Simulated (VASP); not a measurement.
# LuH2 (Fm-3m) in VASP: notebook

The runs below take LuH2 through relaxation of cell and atoms, with PBEsol.

All numbers are computed with VASP 6.6.1; they aren't measurements. Logs are shortened: lines on timing, memory, paths and dates and some standing lists are left out, and cuts for length are marked.

## 1. Starting point

It takes space group Fm-3m (No. 225, cubic). Conventional cell: a = 5.033 Å, b = 5.033 Å, c = 5.033 Å, α = 90.00°, β = 90.00°, γ = 90.00°. Lu (site symmetry m-3m) is surrounded by 8 H at 2.18 Å. Around H (site symmetry -43m) lie 4 Lu at 2.18 Å.

## 2. Relaxation of cell and atoms, PBEsol

The input, INCAR:

```
SYSTEM = LuH2
ALGO = Normal ; EDIFF = 1E-6
EDIFFG = -0.01 ; ENCUT = 600
GGA = PS ; IBRION = 2
ISIF = 3 ; ISMEAR = 1
LASPH = .TRUE. ; LCHARG = .FALSE.
LREAL = .FALSE. ; LWAVE = .FALSE.
NELM = 80 ; NSW = 90
PREC = Accurate ; SIGMA = 0.1
```

The input, KPOINTS:

```
k-points
0
G
  14 14 14
  0 0 0
```

The input, POSCAR:

```
LuH2
1.0
    0.0000000000      2.5165000000      2.5165000000
    2.5165000000      0.0000000000      2.5165000000
    2.5165000000      2.5165000000      0.0000000000
Lu H
1 2
Direct
    0.0000000000      0.0000000000      0.0000000000
    0.2500000000      0.2500000000      0.2500000000
    0.7500000000      0.7500000000      0.7500000000
```

Potentials or basis: VASP PAW PBE potentials, release 64 (Lu, H).

On the command line:

```console
$ cat potpaw_PBE.64/Lu/POTCAR potpaw_PBE.64/H/POTCAR > POTCAR
$ mpirun -np 1 vasp_std > vasp.out
```

OUTCAR:

```text
SYSTEM = LuH2
   EDIFF = 1E-6
   EDIFFG = -0.01
   ENCUT = 600
   GGA = PS
   IBRION = 2
   ISIF = 3
   ISMEAR = 1
   LASPH = .TRUE.
   LREAL = .FALSE.
   NELM = 80
   NSW = 90
   PREC = Accurate

 ion  position               nearest neighbor table
   1  0.000  0.000  0.000-   3 2.18   3 2.18   3 2.18   2 2.18   2 2.18   2 2.18   3 2.18   2 2.18

   2  0.250  0.250  0.250-   1 2.18   1 2.18   1 2.18   1 2.18
   3  0.750  0.750  0.750-   1 2.18   1 2.18   1 2.18   1 2.18

  LATTYP: Found a face centered cubic cell.
 ALAT       =     5.0330000000

  Lattice vectors:

 A1 = (   0.0000000000,   2.5165000000,   2.5165000000)
 A2 = (   2.5165000000,   0.0000000000,   2.5165000000)
 A3 = (   2.5165000000,   2.5165000000,   0.0000000000)

Analysis of symmetry for initial positions (statically):
=====================================================================
 Subroutine PRICEL returns:
 Original cell was already a primitive cell.

 Routine SETGRP: Setting up the symmetry group for a
 face centered cubic supercell.

 Subroutine GETGRP returns: Found 48 space group operations
 (whereof 48 operations were pure point group operations)
 out of a pool of 48 trial point group operations.

The static configuration has the point symmetry O_h .

Analysis of symmetry for dynamics (positions and initial velocities):
=====================================================================
 Subroutine PRICEL returns:
 Original cell was already a primitive cell.

 Routine SETGRP: Setting up the symmetry group for a
 face centered cubic supercell.

 Subroutine GETGRP returns: Found 48 space group operations
 (whereof 48 operations were pure point group operations)
 out of a pool of 48 trial point group operations.

The dynamic configuration has the point symmetry O_h .

 Subroutine INISYM returns: Found 48 space group operations
 (whereof 48 operations are pure point group operations),
 and found     1 'primitive' translations

----------------------------------------------------------------------------------------

                                     Primitive cell

  volume of cell :      31.8728

  direct lattice vectors                    reciprocal lattice vectors
     0.000000000  2.516500000  2.516500000    -0.198688655  0.198688655  0.198688655
     2.516500000  0.000000000  2.516500000     0.198688655 -0.198688655  0.198688655
     2.516500000  2.516500000  0.000000000     0.198688655  0.198688655 -0.198688655

  length of vectors
     3.558868430  3.558868430  3.558868430     0.344138845  0.344138845  0.344138845

  position of ions in fractional coordinates (direct lattice)
     0.000000000  0.000000000  0.000000000
     0.250000000  0.250000000  0.250000000
     0.750000000  0.750000000  0.750000000

  ion indices of the primitive-cell ions
   primitive index   ion index
                 1           1
                 2           2
                 3           3

----------------------------------------------------------------------------------------

 KPOINTS: k-points

Automatic generation of k-mesh.
 Grid dimensions read from file:
 generate k-points for:   14   14   14

 Generating k-lattice:

  Cartesian coordinates                     Fractional coordinates (reciprocal lattice)
    -0.014192047  0.014192047  0.014192047     0.071428571  0.000000000  0.000000000
     0.014192047 -0.014192047  0.014192047     0.000000000  0.071428571  0.000000000
     0.014192047  0.014192047 -0.014192047     0.000000000  0.000000000  0.071428571

  Length of vectors
     0.024581346  0.024581346  0.024581346

  Shift w.r.t. Gamma in fractional coordinates (k-lattice)
     0.000000000  0.000000000  0.000000000

 Subroutine IBZKPT returns following result:
 ===========================================

 Found    104 irreducible k-points:

 Following reciprocal coordinates:
            Coordinates               Weight
  0.000000  0.000000  0.000000      1.000000
  0.071429  0.000000  0.000000      8.000000
  0.142857  0.000000  0.000000      8.000000
  0.214286  0.000000  0.000000      8.000000
  0.285714  0.000000  0.000000      8.000000
  0.357143  0.000000  0.000000      8.000000
[... 16 lines left out ...]
  0.214286  0.142857  0.000000     24.000000
  0.285714  0.142857  0.000000     24.000000
 [... further k-points ...]
   k-points           NKPTS =    104   k-points in BZ     NKDIM =    104   number of bands    NBANDS=     17
   number of dos      NEDOS =    301   number of ions     NIONS =      3
   total plane-waves  NPLWV =  21952
   dimension x,y,z NGX =    28 NGY =   28 NGZ =   28
   dimension x,y,z NGXF=    56 NGYF=   56 NGZF=   56
   ions per type =               1   2
   NGX,Y,Z   is equivalent  to a cutoff of  13.08, 13.08, 13.08 a.u.
   NGXF,Y,Z  is equivalent  to a cutoff of  26.16, 26.16, 26.16 a.u.
 SYSTEM =  LuH2
   PREC   = accura    normal or accurate (medium, high low for compatibility)
   ISTART =      0    job   : 0-new  1-cont  2-samecut
   ICHARG =      2    charge: 1-file 2-atom 10-const
   ISPIN  =      1    spin polarized calculation?
   LNONCOLLINEAR =      F non collinear calculations
   LSORBIT =      F    spin-orbit coupling
   LASPH  =      T    aspherical Exc in radial PAW
   ENCUT  =  600.0 eV  44.10 Ry    6.64 a.u.   7.11  7.11  7.11*2*pi/ulx,y,z
   NELM   =     80;   NELMIN=  2; NELMDL= -5     # of ELM steps
   EDIFF  = 0.1E-05   stopping-criterion for ELM
   LREAL  =      F    real-space projection
   EDIFFG = -.1E-01   stopping-criterion for IOM
   NSW    =     90    number of steps for IOM
   IBRION =      2    ionic relax: 0-MD 1-quasi-New 2-CG
   NFREE  =      1    steps in history (QN), initial steepest desc. (CG)
   ISIF   =      3    stress and relaxation
   ISYM   =      2    0-nonsym 1-usesym 2-fastsym
   POTIM  = 0.5000    time-step for ionic-motion
   TEBEG  =    0.0;   TEEND  =   0.0 temperature during run
   PSTRESS=    0.0 pullay stress
   NELECT =      27.0000    total number of electrons
   NUPDOWN=      -1.0000    fix difference up-down
   EMIN   =  10.00;   EMAX   =-10.00  energy-range for DOS
   EFERMI =   0.00;   METHOD = LEGACY
   ISMEAR =     1;   SIGMA  =   0.10  broadening in eV -4-tet -1-fermi 0-gaus
   EFERMI_NEDOS =   21; number of points for ismear=-14 and -15
   IALGO  =     38    algorithm
   IMIX   =      4    mixing-type and parameters
     AMIX     =   0.40;   BMIX     =  1.00
     AMIX_MAG =   1.60;   BMIX_MAG =  1.00
  volume/ion in A,a.u.               =      10.62        71.70
  Fermi-wavevector in a.u.,A,eV,Ry     =   1.549016  2.927215 32.646494  2.399450
  Thomas-Fermi vector in A             =   2.653883
   LORBIT       =      0    0 simple, 1 ext, 2 COOP (PROOUT), +10 PAW based schemes
   GGA     = PS    functional components
   LHFCALC =     F    Hartree Fock is set to
   AEXX    =    0.0000 exact exchange contribution
   IVDW    =     0    specifies the selected vdW correction
   LEPSILON=     F    determine dielectric tensor
   LRPA    =     F    only Hartree local field effects (RPA)
 conjugate gradient relaxation of ions
 non-spin polarized calculation
 Methfessel and Paxton  Order N= 1 SIGMA  =   0.10
  energy-cutoff  :      600.00
  volume of cell :       31.87
 maximum number of plane-waves:      1090
   NGX = 15   NGY = 15   NGZ = 15

--------------------------------------- Ionic step        1  -------------------------------------------

 number of electron      27.0000002 magnetization

 Free energy of the ion-electron system (eV)
  ---------------------------------------------------
  ext. energy  EPLUGINS =         0.00000000
  ---------------------------------------------------
  free energy    TOTEN  =       -13.68538434 eV

  energy without entropy =      -13.68534942  energy(sigma->0) =      -13.68537270

------------------------ aborting loop because EDIFF is reached ----------------------------------------

  FORCE on cell =-STRESS in cart. coord.  units (eV):
  Direction    XX          YY          ZZ          XY          YZ          ZX
  --------------------------------------------------------------------------------------
  -------------------------------------------------------------------------------------
  Total       -0.7298937     -0.7298937     -0.7298937     -0.0000000     -0.0000000      0.0000000
  in kB      -36.6901416    -36.6901416    -36.6901416     -0.0000000     -0.0000000      0.0000000
  external PRESSURE =     -36.6901416 kB  Pullay stress =       0.0000000 kB
[... 59 lines left out ...]
  energy  without entropy=      -13.7000439388  energy(sigma->0) =      -13.70005958

--------------------------------------- Ionic step        3  -------------------------------------------

 number of electron      26.9999997 magnetization

 Free energy of the ion-electron system (eV)
  ---------------------------------------------------
  ext. energy  EPLUGINS =         0.00000000
  ---------------------------------------------------
  free energy    TOTEN  =       -13.70029908 eV

  energy without entropy =      -13.70027693  energy(sigma->0) =      -13.70029170

 E-fermi :   2.6521     XC(G=0): -11.3914

 val. band max:        2.6005036225   @ k =  -0.3571   0.2143   0.0000
 cond. band min:       2.6794509085   @ k =   0.4286   0.2143   0.0000
 fundamental gap:      0.0789472860
 Fermi energy:         2.6520963639

 k-point     1 :       0.0000    0.0000    0.0000
  band No.  band energies     occupation
      1     -53.3408      2.00000
      2     -23.8398      2.00000
      3     -23.8398      2.00000
      4     -23.8398      2.00000
      5      -6.7663      2.00000
      6      -2.4665      2.00000
[... 9 lines left out ...]
     16       4.0800     -0.00000
     17       7.0404      0.00000
[... 443 lines left out ...]
      1     -53.3250      2.00000
      2     -24.1030      2.00000
      3     -23.9045      2.00000
      4     -23.9022      2.00000
      5      -5.1178      2.00000
      6      -2.4962      2.00000
[... 9 lines left out ...]
     16       5.7415      0.00000
     17       7.6865      0.00000

 [... further k-points ...]
[... 5 lines left out ...]
  --------------------------------------------------------------------------------------
  -------------------------------------------------------------------------------------
  Total        0.0078910      0.0078910      0.0078910      0.0000000      0.0000000     -0.0000000
  in kB        0.4131535      0.4131535      0.4131535      0.0000000      0.0000000     -0.0000000
  external PRESSURE =       0.4131535 kB  Pullay stress =       0.0000000 kB
[... 18 lines left out ...]
  FREE ENERGIE OF THE ION-ELECTRON SYSTEM (eV)
  ---------------------------------------------------
  free  energy   TOTEN  =       -13.7002990805 eV

  energy  without entropy=      -13.7002769258  energy(sigma->0) =      -13.70029170

 reached required accuracy - stopping structural energy minimisation
```

Wall time 75 s (1 thread of Intel Xeon 6975P-C (Granite Rapids), shared host); peak memory 0.23 GiB.

What came out:

```
Free energy                            : -13.7003 eV
Relaxed volume                         : 10.20 Å³/atom
Relaxed cell                           : a = 3.511 Å, b = 3.511 Å, c = 3.511 Å, α = 60.00°, β = 60.00°, γ = 60.00°
Space group after relaxing (to 0.05 Å) : Fm-3m (No. 225)
Energy gained by relaxing              : 5.0 meV/atom
Ionic steps                            : 3
Pressure after relaxing                : 0.0 GPa
Band gap on the k mesh                 : none (metal or under the smearing width)
```

Step by step:
| step | energy change (eV) | largest force (eV/Å) | pressure (GPa) | volume (Å³) |
| --- | --- | --- | --- | --- |
| 1 | 0.0000 | 0.0000 | -3.67 | 31.87 |
| 2 | -0.0147 | 0.0000 | -0.51 | 30.76 |
| 3 | -0.0149 | 0.0000 | 0.04 | 30.60 |

Final structure:
```
Lu H
1.0
     0.00000    2.48257    2.48257
     2.48257    0.00000    2.48257
     2.48257    2.48257    0.00000
Lu H
1 2
Direct
  0.00000 0.00000 0.00000
  0.25000 0.25000 0.25000
  0.75000 0.75000 0.75000
```

Levels at points of the mesh, in eV from the Fermi level:
| k point | band 11 | band 12 | band 13 | band 14 | band 15 | band 16 |
| --- | --- | --- | --- | --- | --- | --- |
| (0.00, 0.00, 0.00) | -4.70 | -4.70 | -0.31 | 1.43 | 1.43 | 1.43 |
| (0.50, 0.00, 0.00) | -4.71 | -4.69 | -3.76 | 1.50 | 1.50 | 5.07 |
| (0.50, 0.50, 0.00) | -4.73 | -4.73 | -3.80 | -2.40 | 6.22 | 6.30 |

Caveat: the PAW data sets were made with another functional, which shifts forces and pressure a little.

## 3. Relaxation of cell and atoms, PBEsol

This run uses another cell than the first one, of 10.20 Å³/atom, 0.960 times its volume.

Changes to INCAR since step 2:

```diff
@@ -1,4 +1,4 @@
 SYSTEM = LuH2
-ALGO = Normal ; EDIFF = 1E-6
-EDIFFG = -0.01 ; ENCUT = 600
+ALGO = Normal ; EDIFF = 1E-7
+EDIFFG = -0.005 ; ENCUT = 600
 GGA = PS ; IBRION = 2
```

KPOINTS is that of step 2.

The input, POSCAR:

```
LuH2                                    
1.0
   -0.0000000000      2.4825683870      2.4825683870
    2.4825683870     -0.0000000000      2.4825683870
    2.4825683870      2.4825683870     -0.0000000000
  Lu              H             
     1     2
Direct
     0.0000000000000000    0.0000000000000000    0.0000000000000000
     0.2500000000000000    0.2500000000000000    0.2500000000000000
     0.7500000000000000    0.7500000000000000    0.7500000000000000
```

Potentials or basis: VASP PAW PBE potentials, release 64 (Lu, H).

On the command line:

```console
$ cat potpaw_PBE.64/Lu/POTCAR potpaw_PBE.64/H/POTCAR > POTCAR
$ mpirun -np 1 vasp_std > vasp.out
```

It took 31 s on 1 thread of Intel Xeon 6975P-C (Granite Rapids), shared host; peak memory 0.22 GiB.

It converged, with:

```yaml
Free_energy: -13.7000 eV
Pressure_after_relaxing: 0.0 GPa
Band_gap_on_the_k_mesh: none (metal or under the smearing width)
```

Final structure:
```xyz
3
Lattice="0.0000 2.4826 2.4826 2.4826 0.0000 2.4826 2.4826 2.4826 0.0000" Properties=species:S:1:pos:R:3 pbc="T T T"
Lu    0.0000    0.0000    0.0000
H     1.2413    1.2413    1.2413
H     3.7239    3.7239    3.7239
```

Levels at points of the mesh, in eV from the Fermi level:
```tsv
k point	band 9	band 10	band 11	band 12	band 13	band 14	band 15	band 16	band 17
(0.00, 0.00, 0.00)	-4.77	-4.70	-4.70	-4.70	-0.31	1.43	1.43	1.43	4.39
(0.50, 0.00, 0.00)	-4.75	-4.71	-4.71	-4.69	-3.76	1.50	1.50	5.07	6.00
(0.50, 0.50, 0.00)	-4.76	-4.74	-4.73	-4.73	-3.80	-2.40	6.22	6.30	6.30
```

Caveat: the relaxation stopped at its first step, so nothing moved; the PAW data sets were made with another functional, which shifts forces and pressure a little. Spin-orbit coupling is left out, which matters for the levels of Lu.
